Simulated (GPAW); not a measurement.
# Ni5 on Cu4 001: parallel and opposed starts, part 2 of 2

Aim: find out whether Ni5 on Cu4 001 carries moments, and which collinear order costs least.

GPAW 26.7.0; PBE; plane waves with GPAW's PAW setups, scalar-relativistic.

So far. Step 2 (Run 1 (ferro +++++)): After 56 cycles the largest moment stands at 0.773 μB.

## Step 3: Order 2, typed as ferri ++++-

An opposed order shows whether the pairs that it reverses prefer unlike signs.

Input file order2.py:

```python
import json
import numpy as np
from ase import Atoms
from ase.parallel import paropen, parprint
from gpaw import GPAW

atoms = Atoms(['Cu', 'Cu', 'Cu', 'Cu', 'Ni', 'Ni', 'Ni', 'Ni', 'Ni'],
    cell=[[2.556191, 0.0, 0.0],
         [0.0, 2.556191, 0.0],
         [0.0, 0.0, 25.827433]],
    scaled_positions=[[0.0, 0.0, 0.232311],
         [0.5, 0.5, 0.302233],
         [0.0, 0.0, 0.372155],
         [0.5, 0.5, 0.442077],
         [0.0, 0.0, 0.509333],
         [0.5, 0.5, 0.573922],
         [0.0, 0.0, 0.638511],
         [0.5, 0.5, 0.7031],
         [0.0, 0.0, 0.767689]],
    pbc=True,
    magmoms=[0.0, 0.0, 0.0, 0.0, 0.8, 0.8, 0.8, 0.8, -0.8])
atoms.calc = GPAW(mode={'name': 'pw', 'ecut': 450},
    xc='PBE',
    kpts={'size': (18, 18, 1), 'gamma': True},
    occupations={'name': 'fermi-dirac', 'width': 0.05},
    convergence={'density': 1e-05, 'energy': 1e-05},
    maxiter=200,
    mixer={'name': 'pulay', 'beta': 0.03, 'nmaxold': 8, 'weight': 100},
    symmetry={'tolerance': 1e-4},
    txt='order2.txt')
e = atoms.get_potential_energy(force_consistent=True)
res = {'free_energy': e, 'energy_sigma0': atoms.get_potential_energy(), 'fermi_energy': atoms.calc.get_fermi_level()}
res['moments'] = atoms.get_magnetic_moments().tolist()
res['total'] = atoms.get_magnetic_moment()
parprint('site moments (muB):', np.round(res['moments'], 3))
parprint(f"total moment: {res['total']:.3f} muB")
parprint(f'free energy: {e:.6f} eV')
atoms.calc.write('order2.gpw')
with paropen('results.json', 'w') as f:
    json.dump(res, f)
```

Launch:

```sh
$ OMP_NUM_THREADS=1 mpirun -n 4 gpaw python order2.py > order2.log
```

Numbers of over 12 decimals in the logs are rounded to 6 here.

Output:

```text
site moments (muB): [-0.    -0.    -0.004 -0.003  0.465  0.669  0.686  0.268 -0.393]
total moment: 1.580 muB
free energy: -49.175619 eV

--- order2.txt ---
Input parameters:
  mode=PW(ecut=450),
  convergence={'density': 1e-05, 'energy': 1e-05},
  kpts=MonkhorstPack(size=(18, 18, 1), gamma=True),
  maxiter=200,
  mixer=Pulay(name='pulay', nmaxold=8, beta=0.03, weight=100, sigma=0.015, g_ss=None),
  occupations=Occupations(name='fermi-dirac', width=0.05),
  symmetry=Symmetry(tolerance=0.0001),
  xc=XC(name='PBE')

Diagonalizing LCAO Hamiltonian
Converting LCAO to pw mode
   .-----.
  /|     |
 * |     |
 | |     |
 | |     |
 | |     |
 | |     |
 | |     |
 | |     |
 Ni|     |
 | |     |
 | | Ni  |
 | |     |
 | |     |
 Ni|     |
 | | Ni  |
 | |     |
 | |     |
 Ni|     |
 | | Cu  |
 | |     |
 | |     |
 Cu|     |
 | | Cu  |
 | |     |
 | |     |
 | |     |
 Cu|     |
 | |     |
 | |     |
 | |     |
 | |     |
 | .-----.
 |/     /
 *-----*

Atoms  # Å, Bohr magnetons
|   | symbol |        x |        y |         z |    initial magnetic moments |
|---|--------|----------|----------|-----------|-----------------------------|
| 0 |     Cu | 0.000000 | 0.000000 |  5.999997 | ( 0.0000,  0.0000,  0.0000) |
| 1 |     Cu | 1.278096 | 1.278096 |  7.805903 | ( 0.0000,  0.0000,  0.0000) |
| 2 |     Cu | 0.000000 | 0.000000 |  9.611808 | ( 0.0000,  0.0000,  0.0000) |
| 3 |     Cu | 1.278096 | 1.278096 | 11.417714 | ( 0.0000,  0.0000,  0.0000) |
| 4 |     Ni | 0.000000 | 0.000000 | 13.154764 | ( 0.0000,  0.0000,  0.8000) |
| 5 |     Ni | 1.278096 | 1.278096 | 14.822932 | ( 0.0000,  0.0000,  0.8000) |
| 6 |     Ni | 0.000000 | 0.000000 | 16.491100 | ( 0.0000,  0.0000,  0.8000) |
| 7 |     Ni | 1.278096 | 1.278096 | 18.159268 | ( 0.0000,  0.0000,  0.8000) |
| 8 |     Ni | 0.000000 | 0.000000 | 19.827436 | ( 0.0000,  0.0000, -0.8000) |

Unit cell  # Å
| periodic |        x |        y |         z |   lengths |    angles |
|----------|----------|----------|-----------|-----------|-----------|
|      yes | 2.556191 | 0.000000 |  0.000000 |  2.556191 | 90.000000 |
|      yes | 0.000000 | 2.556191 |  0.000000 |  2.556191 | 90.000000 |
|      yes | 0.000000 | 0.000000 | 25.827433 | 25.827433 | 90.000000 |

Number of symmetries: 8

BZ-sampling:
  Number of BZ points: 324
  Number of IBZ points: 55

  Monkhorst-Pack size: [18, 18, 1]
  Monkhorst-Pack shift: [0.027778, 0.027778, 0.0]

Plane wave coefficients: 3708
Cutoff: 450.000000 eV

Spin-components: 2 (collinear spins)
Bands:           80
Projectors:      54
Spin-degeneracy: 1
Datatype:        complex128

Parallelization:
  kpt:    4
  domain: 1
  band:   1

Density:
  Valence electrons: 124.0
  Components: 2
  Grid points: [ 14  14 128]
  Charge: 0.0  # |e|

Potential:
  Grid points: [ 14  14 128]

[... setups left out ...]
Reference energy: -386925.799601  # eV

eigensolver:
  PPCG
  Converge bands: occupied
  niter=2

density mixing:
  Pulay-Mixer
  Linear mixing parameters: 0.03
  Old densities: 8
  Fourier metric: weight=100, sigma=0.015

occupation numbers:
  Fermi-Dirac:
    width: 0.0500  # eV

poisson solver:
  ecut: 3600.000000  # eV

xc functional:
  name: PBE with 2 nearest neighbor stencil

convergence criteria:
- Maximum integral of absolute [dens]ity change: 1e-05 electrons / valence electron
- Maximum [total energy] change in last 3 cyles: 1e-05 eV / valence electron
- Maximum integral of absolute [eigenst]ate change: 4e-08 eV^2 / valence electron
maximum number of iterations: 200

SCF iterations
|iter     |      energy | eigst |  dens |  magmom |
|---------|-------------|-------|-------|---------|
|iter:   1|       0s |  -74.645270 | +0.53 |       |  +2.4022|
|iter:   2|      10s | -224.797158 | +1.37 | -0.73 |  +2.3348|
|iter:   3|      20s |  -59.417850 | +0.67 | -0.46 |  +2.3240|
|iter:   4|      30s |  -50.524575 | +0.61 | -0.90 |  +2.3256|
|iter:   5|      40s |  -50.271851 | -0.69 | -1.25 |  +2.3229|
|iter:   6|      49s |  -49.847147 | -1.67 | -1.28 |  +2.2827|
|iter:   7|      59s |  -49.386059 | -2.18 | -1.32 |  +2.2713|
|iter:   8|      69s |  -49.031960 | -1.87 | -1.44 |  +2.2208|
|iter:   9|      79s |  -48.979520 | -2.41 | -1.60 |  +2.1904|
|iter:  10|      89s |  -49.000570 | -2.79 | -1.69 |  +2.1449|
[... 84 iterations left out ...]
|iter:  95|     821s |  -49.124116c| -8.18c| -4.53 |  +1.5761|
|iter:  96|     826s |  -49.124116c| -8.56c| -4.55 |  +1.5760|
|iter:  97|     836s |  -49.124098c| -7.65c| -4.55 |  +1.5777|
|iter:  98|     844s |  -49.124089c| -7.68c| -4.71 |  +1.5786|
|iter:  99|     849s |  -49.124088c| -8.35c| -4.83 |  +1.5787|
|iter: 100|     854s |  -49.124089c| -8.10c| -4.85 |  +1.5788|
|iter: 101|     858s |  -49.124087c| -8.25c| -4.87 |  +1.5790|
|iter: 102|     863s |  -49.124086c| -8.41c| -4.93 |  +1.5791|
|iter: 103|     868s |  -49.124083c| -7.85c| -5.00 |  +1.5796|
|iter: 104|     873s |  -49.124081c| -8.40c| -5.15c|  +1.5797|

Converged in 104 steps
Energy contributions relative to reference atoms: (reference = -386925.799601)

Energy contributions:
  Kinetic:         -19.506493
  Coulomb:          17.250294
  Zero:              1.073815
  External:          0.000000
  Xc:              -47.890159
  Entropy:          -0.103075
  Spinorbit:         0.000000
  ----------------------------
  Free energy:     -49.175619
  Extrapolated:    -49.124081

dipole moment: (-26.729770, -26.729770, -0.044473)  # |e|*Ang

Total magnetic moment: (0.000000, 0.000000, 1.579676)

Local magnetic moments
|        x |        y |         z |
|----------|----------|-----------|
| 0.000000 | 0.000000 | -0.000085 |  # Cu   0
| 0.000000 | 0.000000 | -0.000124 |  # Cu   1
| 0.000000 | 0.000000 | -0.004357 |  # Cu   2
| 0.000000 | 0.000000 | -0.002753 |  # Cu   3
| 0.000000 | 0.000000 |  0.465214 |  # Ni   4
| 0.000000 | 0.000000 |  0.668583 |  # Ni   5
| 0.000000 | 0.000000 |  0.685864 |  # Ni   6
| 0.000000 | 0.000000 |  0.267552 |  # Ni   7
| 0.000000 | 0.000000 | -0.393336 |  # Ni   8

Fermi level: 3.125
Eigenvalues  # (at kpt = [-0.000, -0.000, 0.000])
| band index |      eig [eV] | occ [0-1] |      eig [eV] | occ [0-1] |
|------------|---------------|-----------|---------------|-----------|
|          0 |       -60.997 |     1.000 |       -60.266 |     1.000 |
|        ... |               |           |               |           |
|         56 |         1.992 |     1.000 |         2.326 |     1.000 |
|         57 |         2.103 |     1.000 |         2.434 |     1.000 |
|         58 |         2.304 |     1.000 |         2.465 |     1.000 |
|         59 |         2.373 |     1.000 |         2.568 |     1.000 |
|         60 |         2.474 |     1.000 |         2.742 |     1.000 |
|         61 |         2.521 |     1.000 |         2.891 |     0.991 |
|         62 |         2.521 |     1.000 |         2.891 |     0.991 |
|         63 |         2.613 |     1.000 |         2.991 |     0.936 |
|         64 |         3.132 |     0.466 |         3.167 |     0.304 |
|         65 |         3.132 |     0.466 |         3.381 |     0.006 |
|         66 |         3.170 |     0.290 |         3.381 |     0.006 |
|         67 |         3.421 |     0.003 |         3.470 |     0.001 |
|         68 |         4.352 |     0.000 |         4.387 |     0.000 |
|         69 |         5.716 |     0.000 |         5.698 |     0.000 |
|         70 |         7.572 |     0.000 |         7.581 |     0.000 |
|         71 |         8.411 |     0.000 |         8.428 |     0.000 |
|        ... |               |           |               |           |
|         79 |        17.247 |     0.000 |        17.257 |     0.000 |

No gap
No difference between direct/indirect transitions
```

It took 15 min on 4 MPI ranks of Intel Xeon at 2.60GHz (Ice Lake), shared host; peak memory 1.5 GiB.

Spin moment in the augmentation sphere by atom:

| atom | spin moment in the augmentation sphere (μB) |
| --- | --- |
| Cu1 | 0.000 |
| Cu2 | 0.000 |
| Cu3 | -0.004 |
| Cu4 | -0.003 |
| Ni5 | 0.465 |
| Ni6 | 0.669 |
| Ni7 | 0.686 |
| Ni8 | 0.268 |
| Ni9 | -0.393 |

Read from the output:

```yaml
magnetization: 1.580 μB
final_state: ferrimagnetic
```

It lies 24.5 meV a seeded atom over the first start, and its largest moment is 0.686 μB against 0.773 μB.

## Step 4: Energies of the orders

These are free energies at a smearing of 0.05 eV, so its entropy term is in the differences. They are divided by the number of seeded atoms, so that cells of unlike size compare.

Orders:

| start | final state | typed order kept | energy over the lowest (meV a seeded atom) | largest site moment (μB) | net moment (μB a primitive cell) | mesh matched | CPU time (s) |
| --- | --- | --- | --- | --- | --- | --- | --- |
| ferro +++++ | ferromagnetic | yes | 0 | 0.7731 | 3.059 | yes | 2027 |
| ferri ++++- | ferrimagnetic | yes | 24.51 | 0.6859 | 1.58 | yes | 3577 |

## Step 5: Outcome

- lowest state found: ferromagnetic (typed ferro +++++)
- largest site moment: 0.773 μB
- next state: ferrimagnetic, 24.5 meV a seeded atom higher

In words: The lowest state found is ferromagnetic, reached from the start ferro +++++, with moments up to 0.773 μB. The next state costs 25 meV a seeded atom. This is the lowest of 2 finished starts, no proof of the ground state.

[Logs and program files are shortened in this print: banners, set-up blocks, solver, clock and traceback lines can be left out without a mark of their own.]

[Logs are printed without paths, hosts, clocks, repeated set-up lines and the standing remarks that a program may print on its own settings, such as how far it seeks lower states.]

[Hosts, paths, dates, database ids (printed as entryN), source tags and the programs' standing remarks are cut or masked in the printed files.]

[Where a cell is said to come from a database of computed structures, the database is the Materials Project.]
